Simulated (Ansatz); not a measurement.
Geometry optimisation in Ansatz: input, command and trajectory.

```yaml
crystal:
  lattice:
    - [-3.1098275888, 3.1098275888, 3.1098275888]
    - [3.1098275888, -3.1098275888, 3.1098275888]
    - [3.1098275888, 3.1098275888, -3.1098275888]
  atoms:
    - { symbol: Si, position: [0.25, 0.125, 0.875] }
    - { symbol: Si, position: [0.875, 0.25, 0.125] }
    - { symbol: Si, position: [0.75, 0.375, 0.625] }
    - { symbol: Si, position: [0.625, 0.75, 0.375] }
    - { symbol: Si, position: [0.125, 0.875, 0.25] }
    - { symbol: Si, position: [0.375, 0.625, 0.75] }
    - { symbol: "N", position: [0.5527978379, 0.5527978379, 0.5527978379] }
    - { symbol: "N", position: [0.4472021621, 0.5, 0.0] }
    - { symbol: "N", position: [0.5, 0.0, 0.9472021621] }
    - { symbol: "N", position: [0.0, 0.4472021621, 0.5] }
    - { symbol: "N", position: [0.9472021621, 0.5, 0.0] }
    - { symbol: "N", position: [0.0527978379, 0.0527978379, 0.0527978379] }
    - { symbol: "N", position: [0.0, 0.9472021621, 0.5] }
    - { symbol: "N", position: [0.5, 0.0, 0.4472021621] }
basis:
  ecutwfc: 420
kpoints:
  mp_grid: { grid: [6, 6, 6] }
hamiltonian:
  xc: pbe
scf:
  occupations: { method: gaussian, width: 0.02 }
output:
  forces: true
  stress: true
  eigenvalues: true
relax:
  adjacent_minimum: "off"
  f_tol: 0.01
  max_steps: 30
```

```bash
ansatz run input.yaml --threads 4 --pin off --max-ram 10240MiB --backend cpu --events-out ev --progress --plain --runs-dir out
```

These are results of DFT PBE, scalar-relativistic, plane waves, PAW (Ansatz), not measurements.

The volume is held at 0.88 times that of the relaxed cell.

Of 4 frames 3 are shown, positions in Å and forces in eV/Å; the SCF threshold varies from step to step.

```xyz
14
Lattice="-3.1098 3.1098 3.1098 3.1098 -3.1098 3.1098 3.1098 3.1098 -3.1098" Properties=species:S:1:pos:R:3:forces:R:3 pbc="T T T" step=1 free_energy_over_end_meV_per_atom=1.10
Si    2.3324    3.1098   -1.5549    0.0000    0.0000    0.0000
Si   -1.5549    2.3324    3.1098    0.0000    0.0000    0.0000
Si    0.7775    3.1098    1.5549    0.0000    0.0000    0.0000
Si    1.5549    0.7775    3.1098    0.0000    0.0000    0.0000
Si    3.1098   -1.5549    2.3324    0.0000    0.0000    0.0000
Si    3.1098    1.5549    0.7775    0.0000    0.0000    0.0000
N     1.7191    1.7191    1.7191   -0.0757   -0.0757   -0.0757
N     0.1642   -0.1642    2.9456   -0.0757    0.0757    0.0757
N     1.3907    4.5005   -1.3907    0.0757    0.0757   -0.0757
N     2.9456    0.1642   -0.1642    0.0757   -0.0757    0.0757
N    -1.3907    1.3907    4.5005   -0.0757    0.0757    0.0757
N     0.1642    0.1642    0.1642   -0.0757   -0.0757   -0.0757
N     4.5005   -1.3907    1.3907    0.0757   -0.0757    0.0757
N    -0.1642    2.9456    0.1642    0.0757    0.0757   -0.0757
14
Lattice="-3.1098 3.1098 3.1098 3.1098 -3.1098 3.1098 3.1098 3.1098 -3.1098" Properties=species:S:1:pos:R:3:forces:R:3 pbc="T T T" step=2 free_energy_over_end_meV_per_atom=0.78
Si    2.3324    3.1098   -1.5549    0.0000    0.0000    0.0000
Si   -1.5549    2.3324    3.1098    0.0000    0.0000    0.0000
Si    0.7775    3.1098    1.5549    0.0000    0.0000    0.0000
Si    1.5549    0.7775    3.1098    0.0000    0.0000    0.0000
Si    3.1098   -1.5549    2.3324    0.0000    0.0000    0.0000
Si    3.1098    1.5549    0.7775    0.0000    0.0000    0.0000
N     1.7165    1.7165    1.7165   -0.0641   -0.0641   -0.0641
N     0.1616   -0.1616    2.9482   -0.0641    0.0641    0.0641
N     1.3933    4.5032   -1.3933    0.0641    0.0641   -0.0641
N     2.9482    0.1616   -0.1616    0.0641   -0.0641    0.0641
N    -1.3933    1.3933    4.5032   -0.0641    0.0641    0.0641
N     0.1616    0.1616    0.1616   -0.0641   -0.0641   -0.0641
N     4.5032   -1.3933    1.3933    0.0641   -0.0641    0.0641
N    -0.1616    2.9482    0.1616    0.0641    0.0641   -0.0641
14
Lattice="-3.1098 3.1098 3.1098 3.1098 -3.1098 3.1098 3.1098 3.1098 -3.1098" Properties=species:S:1:pos:R:3:forces:R:3 pbc="T T T" step=4 free_energy_over_end_meV_per_atom=0.00
Si    2.3324    3.1098   -1.5549    0.0000    0.0000    0.0000
Si   -1.5549    2.3324    3.1098    0.0000    0.0000    0.0000
Si    0.7775    3.1098    1.5549    0.0000    0.0000    0.0000
Si    1.5549    0.7775    3.1098    0.0000    0.0000    0.0000
Si    3.1098   -1.5549    2.3324    0.0000    0.0000    0.0000
Si    3.1098    1.5549    0.7775    0.0000    0.0000    0.0000
N     1.7021    1.7021    1.7021    0.0008    0.0008    0.0008
N     0.1472   -0.1472    2.9627    0.0008   -0.0008   -0.0008
N     1.4078    4.5176   -1.4078   -0.0008   -0.0008    0.0008
N     2.9627    0.1472   -0.1472   -0.0008    0.0008   -0.0008
N    -1.4078    1.4078    4.5176    0.0008   -0.0008   -0.0008
N     0.1472    0.1472    0.1472    0.0008    0.0008    0.0008
N     4.5176   -1.4078    1.4078   -0.0008    0.0008   -0.0008
N    -0.1472    2.9627    0.1472   -0.0008   -0.0008    0.0008
```

Time: 11 s on 4 threads of Intel(R) Xeon(R) Processor @ 2.70GHz (shared host), peak memory 0.49 GiB.